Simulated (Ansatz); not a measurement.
TiO2:

```
CELL_PARAMETERS angstrom
4.59984 0.00000 0.00000
0.00000 4.59984 0.00000
0.00000 0.00000 2.95921
ATOMIC_POSITIONS crystal
Ti 0.00000 0.00000 0.50000
Ti 0.50000 0.50000 0.00000
O 0.30432 0.30432 0.50000
O 0.19568 0.80432 0.00000
O 0.80432 0.19568 0.00000
O 0.69568 0.69568 0.50000
```

The cell is a database's computed one.

Base run:

| Property | Result |
| --- | --- |
| Program | Ansatz 0.2.0 |
| Functional | m-r2SCAN |
| Potentials or basis | Ansatz PAW |
| Cutoff | 500 eV (not typed: the program's choice for these potentials) |
| k mesh | 6 × 6 × 9 |
| Occupations | fermi-dirac, width 0.05 eV |
| Spin | no spin polarisation |

Its results: band gap on the k mesh 2.20 eV, direct; pressure -1.0 GPa; largest force 0.056 eV/Å.

Q: The run is repeated on the same cell with these changes: functional from m-r2SCAN to r2SCAN0; k mesh from 6 × 6 × 9 to 4 × 4 × 5. What comes out?

A: Band gap on the k mesh 4.40 eV, direct; pressure -6.7 GPa; largest force 0.215 eV/Å.

Several settings changed at once, so the effect can't be laid on one alone.

Caveats: some runs use coarse meshes; the PAW data sets come from PBE, with cores solved anew for the run's functional, which leaves a small shift of forces and pressure; odd divisions of the mesh miss points on the zone boundary, where band edges often lie, so the gap on the mesh can be too wide (some runs); the thresholds are loose for stress (some runs).
